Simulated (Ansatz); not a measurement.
# TiCo3: tests of the settings

The task here is to estimate one member of a computed series from the others.

Program: Ansatz 0.2.0. Level of theory: DFT PBEsol, scalar-relativistic, plane waves, PAW. These are calculated values, not measurements.

2 further runs of the same task are left out: 2 for a known fault of the program.

### The structure to begin with

It takes space group Pm-3m (No. 221, cubic). The conventional cell has a = 3.614 Å, b = 3.614 Å, c = 3.614 Å, α = 90.00°, β = 90.00°, γ = 90.00°. Around Ti (site symmetry m-3m) lie 12 Co at 2.56 Å. Around Co (site symmetry 4/mmm) lie 4 Ti at 2.56 Å and 8 Co at 2.56 Å.

Structure file:

```
Ti Co
1.0
     3.61400    0.00000    0.00000
     0.00000    3.61400    0.00000
     0.00000    0.00000    3.61400
Ti Co
1 3
Direct
  0.00000 0.00000 0.00000
  0.00000 0.50000 0.50000
  0.50000 0.00000 0.50000
  0.50000 0.50000 0.00000
```

Source of the structure: the Crystallography Open Database. It is taken as it stands there.

The first run:

File input.yaml:

```yaml
crystal:
  lattice:
    - [3.614, 0.0, 0.0]
    - [0.0, 3.614, 0.0]
    - [0.0, 0.0, 3.614]
  atoms:
    - { symbol: Ti, position: [0.0, 0.0, 0.0] }
    - { symbol: Co, position: [0.0, 0.5, 0.5], spin: 3.0 }
    - { symbol: Co, position: [0.5, 0.0, 0.5], spin: 3.0 }
    - { symbol: Co, position: [0.5, 0.5, 0.0], spin: 3.0 }
basis:
  ecutwfc: 420
kpoints:
  mp_grid: { grid: [6, 6, 6] }
hamiltonian:
  xc: pbesol
scf:
  occupations: { method: gaussian, width: 0.1 }
output:
  forces: true
  stress: true
  eigenvalues: true
  populations: true
magnetization:
  spin_polarized: true
```

Launch:

```console
ansatz run input.yaml --threads 1 --pin off --max-ram 2560MiB --backend cpu --events-out ev --progress --plain --runs-dir out
```

Among the steps run: A first look at the start; Base run on a denser mesh; Plane-wave cutoff: 150 eV; Plane-wave cutoff: 200 eV; Plane-wave cutoff: 250 eV; Plane-wave cutoff: 300 eV; Plane-wave cutoff set to 350 eV; Plane-wave cutoff set to 380 eV; Plane-wave cutoff set to 460 eV; Plane-wave cutoff: 520 eV; Plane-wave cutoff: 600 eV; Plane-wave cutoff: 700 eV; Plane-wave cutoff: 850 eV.

One table of the session follows, with a row left open; its other results are not shown here.

It belongs to the step «The sweep of the plane-wave cutoff side by side». 

| cutoff (eV) | ΔE (meV/atom) | pressure (GPa) | cell moment (μB) |
| --- | --- | --- | --- |
| 150 | 82611 | -129.36 | 0.00 |
| 200 | 18303 | -45.57 | 2.55 |
| 250 | 3428 | 12.03 | 2.64 |
| 300 | 454 | -9.12 | 2.64 |
| 350 | 45.4 | -10.61 | 2.68 |
| 380 | 9.87 | -10.28 | 2.68 |
| 420 | 2.87 | -10.27 | 2.68 |
| 460 | 1.95 | -10.28 | 2.68 |
| 520 | ? | ? | ? |
| 600 | 0.65 | -10.29 | 2.68 |
| 700 | 0.17 | -10.29 | 2.68 |
| 850 | 0.00 | -10.29 | 2.68 |

Estimate the missing values for cutoff (eV) = 520.

Worked estimate for «ΔE (meV/atom)». A straight line through the neighbours (460, 1.95) and (600, 0.65) gives 1.95 + (0.65 − 1.95) × (520 − 460) / (600 − 460) = 1.39; a parabola fitted to 4 rows on both sides gives 1.30.

As computed: ΔE (meV/atom): 1.07; pressure (GPa): -10.28; cell moment (μB): 2.68. In «ΔE (meV/atom)» the line misses by +0.32 and the parabola by +0.23.

Limits of these values: The settings are coarse, so take the values as rough. Warnings in the runs' records: cutoff below recommended, seeded moment not kept.
